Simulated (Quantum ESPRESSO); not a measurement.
Ag:

```xyz
1
Lattice="0.0000 1.9575 1.9575 1.9575 0.0000 1.9575 1.9575 1.9575 0.0000" Properties=species:S:1:pos:R:3 pbc="T T T"
Ag    0.0000    0.0000    0.0000
```

The cell isn't the ideal one: volume scaled by 0.88.

* Program: Quantum ESPRESSO 7.5
* Task: phonons
* Functional: PBEsol
* Potentials or basis: JTH 2.0 PBE
* Cutoff: 707 eV
* Density cutoff: 4245 eV
* k mesh: 11 × 11 × 11
* Occupations: methfessel-paxton, width 0.2 eV
* Spin: no spin polarisation
* Mixing beta: 0.5
* Most SCF iterations: 120
* SCF threshold: 2e-10 Ry

At U the frequencies are 134 182 207 cm⁻¹, at a pressure of 16.6 GPa.

Question: How do the modes respond when the cell is scaled evenly, at fixed shape?

Answer: The highest mode has a Grüneisen parameter of 2.28 and moves by +2.3 cm⁻¹ per GPa. None of the listed modes softens on compression. The pressures give a bulk modulus of about 208 GPa.

Frequencies at 99 % and 101 % of the volume (pressures 18.7 and 14.5 GPa), ions relaxed:
```
mode  99 % (cm⁻¹)  101 % (cm⁻¹)  Grüneisen parameter
   1        136.3         130.9                 2.00
   2        186.3         178.3                 2.21
   3        212.2         202.8                 2.28
```

Modes are matched by their order; those that don't vary smoothly over the three volumes are left out.

Caveat: the potentials were made for another functional, which shifts forces and pressure; the cell is more than 3 GPa from zero pressure, which shifts response properties; the q point doesn't lie on the k mesh, which can shift a metal's frequencies strongly unless the mesh is converged.
